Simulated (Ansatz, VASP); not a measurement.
One calculation of Rh, two programs

```
CELL_PARAMETERS angstrom
2.81349 0.00000 0.00000
-1.40675 2.43656 0.00000
0.00000 0.00000 4.52506
ATOMIC_POSITIONS crystal
Rh 0.33333 0.66667 0.25000
Rh 0.66667 0.33333 0.75000
```

Alike in both runs: task single point; functional BLYP; k mesh 15 × 15 × 8; occupations fermi-dirac, width 0.1 eV; no spin polarisation.

|  | VASP | Ansatz |
| --- | --- | --- |
| version | VASP 6.6.1 | Ansatz 0.2.0 |
| potentials or method | VASP PAW PBE potentials, release 64 (Rh_pv) | plane waves (420 eV) with PAW, scalar-relativistic |
| plane-wave cutoff (eV) | 520 | 420 |
| valence electrons in the cell | 30 | 34 |

VASP gave:

```
pressure (GPa)                                  : -7.0
largest component of the traceless stress (GPa) : 0.27
```

Problem. Which values does Ansatz return?

Solution. Pressure (GPa): -7.4; largest component of the traceless stress (GPa): 0.30.

The functional is the same, so the differences come from potentials, cutoffs and numerics. The two sets of potentials don't hold the same shells in valence.

Caveats: the PAW data sets were made with another functional, which shifts forces and pressure a little (VASP).
